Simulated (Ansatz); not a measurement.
Method: DFT PBE, scalar-relativistic, plane waves, PAW (Ansatz). Settings: cutoff 420 eV, Γ-centred meshes spaced at most about 0.3 Å⁻¹, and about 0.25 Å⁻¹ or finer for metals (2π included), Gaussian smearing. No spin polarisation.

Temperature and zero-point effects are left out.

Two relaxed structures of Ga₂As₃:

A.

```yaml
crystal:
  lattice:
    - [3.07562, 1.77571, 7.11016]
    - [-3.07562, 1.77571, 7.11016]
    - [0.00000, -3.55142, 7.11016]
  atoms:
    - { symbol: Ga, position: [0.35447, 0.35447, 0.35447] }
    - { symbol: Ga, position: [0.14553, 0.14553, 0.14553] }
    - { symbol: Ga, position: [0.64553, 0.64553, 0.64553] }
    - { symbol: Ga, position: [0.85447, 0.85447, 0.85447] }
    - { symbol: As, position: [0.50771, 0.99229, 0.25000] }
    - { symbol: As, position: [0.25000, 0.50771, 0.99229] }
    - { symbol: As, position: [0.99229, 0.25000, 0.50771] }
    - { symbol: As, position: [0.49229, 0.00771, 0.75000] }
    - { symbol: As, position: [0.75000, 0.49229, 0.00771] }
    - { symbol: As, position: [0.00771, 0.75000, 0.49229] }
```

B.

```yaml
crystal:
  lattice:
    - [4.08672, 0.00000, 0.00000]
    - [-2.04336, 3.53920, 0.00000]
    - [0.00000, 0.00000, 16.68285]
  atoms:
    - { symbol: Ga, position: [0.66667, 0.33333, 0.82058] }
    - { symbol: Ga, position: [0.00000, 0.00000, 0.62084] }
    - { symbol: Ga, position: [0.33333, 0.66667, 0.17942] }
    - { symbol: Ga, position: [0.00000, 0.00000, 0.37916] }
    - { symbol: As, position: [0.00000, 0.00000, 0.77368] }
    - { symbol: As, position: [0.66667, 0.33333, 0.97450] }
    - { symbol: As, position: [0.00000, 0.00000, 0.22632] }
    - { symbol: As, position: [0.33333, 0.66667, 0.02550] }
    - { symbol: As, position: [0.66667, 0.33333, 0.42925] }
    - { symbol: As, position: [0.33333, 0.66667, 0.57075] }
```

Task: Which is lower in energy, and by how much?

Result: B is lower, by 271 meV/atom. A has the corundum type, space group R-3c (No. 167), 23.3 Å³/atom and no gap on its mesh; B has space group P-3m1 (No. 164), 24.1 Å³/atom and no gap. Counting As atoms around Ga (those within 1.25 times the shortest such distance or 1.15 times the sum of covalent radii, 1.27 where that leaves under three), A has Ga 6 and B has Ga 4. B holds As–As nets (shortest 2.51 Å); in A the shortest As–As distance is 2.75 Å, near bonding range too. In A, Ga has 6 As at 2.67–2.73 Å; As has 4 Ga at 2.67–2.73 Å and 2 As at 2.75 Å. In B, Ga on its first site has 4 As at 2.49–2.57 Å; around Ga on its second site lie 4 As at 2.50–2.55 Å; around As on its first site lie 4 Ga at 2.49–2.55 Å; 2 more sites not described. Both come from invented guesses. The lowest form computed isn't among them: it has space group P3m1 (No. 156), 23.4 Å³/atom and lies 119 meV/atom below the best shown.

Weakly bound directions are ill-defined at this level, which has no dispersion term (P-3m1), and this can change margins and order among such cells. Cells relaxed within their symmetry can be saddle points. Some types were kept out of the candidates beforehand, so the set may lack a known form.
